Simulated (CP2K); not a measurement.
TiSe under changes of volume

One of the cells (16.439 Å³/atom); the others are scaled copies at fixed shape and fractional positions:

```xyz
2
Lattice="3.2036 0.0000 0.0000 0.0000 3.2036 0.0000 0.0000 0.0000 3.2036" Properties=species:S:1:pos:R:3 pbc="T T T"
Ti    0.0000    0.0000    0.0000
Se    1.6018    1.6018    1.6018
```

The cell was built by a generator and needn't be a form met in nature.

| Item | Value |
| --- | --- |
| Program | CP2K 2026.2 |
| Functional | PBEsol |
| Potentials or basis | POTENTIAL_UZH Ti GTH-PBE-q12, Se GTH-PBE-q6; TZVP-MOLOPT-PBE-GTH basis |
| Density cutoff | 6123 eV |
| k mesh | 8 × 8 × 8 |
| Occupations | fermi-dirac, width 0.05 eV |
| Spin | no spin polarisation |

```tsv
volume (Å³/atom)	energy over the lowest point (meV/atom)	pressure (GPa)
15.453	5.22	4.1
15.782	0.00	1.1
16.110	0.51	-1.5
16.439	6.12	-3.9
16.768	16.28	-6.0
17.097	30.51	-7.9
17.426	?	?
```

Problem. What does the run at 17.426 Å³/atom give?

Solution. Energy over the lowest point 48.40 meV/atom; pressure -9.6 GPa.

Worked out: A Birch-Murnaghan fit of order 3 (a polynomial in V^(-2/3)) to the other rows has its minimum at 15.91 Å³/atom with B0 = V·E''(V) = 129 GPa and B' = 4.6. It gives 48.35 meV/atom at 17.426 Å³/atom, against the run's 48.40, and -dE/dV = -9.5 GPa, against -9.6.

Energies are extrapolated to zero smearing.

Caveats: the potentials were made for another functional, which shifts forces and pressure; the basis of atomic orbitals isn't converged, which shifts pressures, moduli and gaps.
